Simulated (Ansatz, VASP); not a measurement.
# Rb4Br3: VASP beside Ansatz

```
Rb Br
1.0
     7.28537    0.00000    0.00000
     0.00000    7.28537    0.00000
     0.00000    0.00000    7.28537
Rb Br
4 3
Cartesian
  3.6427 0.0000 0.0000
  0.0000 3.6427 0.0000
  0.0000 0.0000 3.6427
  0.0000 0.0000 0.0000
  0.0000 3.6427 3.6427
  3.6427 0.0000 3.6427
  3.6427 3.6427 0.0000
```

Alike in both runs: functional PBE; k mesh 4 × 4 × 4; occupations gaussian, width 0.1 eV; no spin polarisation.

Ansatz relaxed the structure, and its values are those at the end. VASP's run is a single point on that final structure, the one shown.

```csv
,VASP,Ansatz
version,VASP 6.6.1,Ansatz 0.2.0
potentials or method,"VASP PAW PBE potentials, release 64 (Rb_sv, Br)","scalar-relativistic, plane waves, PAW"
plane-wave cutoff (eV),520,420
valence electrons in the cell,57,57
```

```tsv
	VASP	Ansatz	Ansatz less VASP
gap on the k mesh at the Fermi level (eV)	none	none	-
pressure (GPa)	-0.1	-0.1	-0.01
```

A gap of «none» marks a metal or a gap that the smearing closes.

Caveats: an odd number of electrons without spin polarisation forces a metal; a magnetic or distorted state may lie lower.
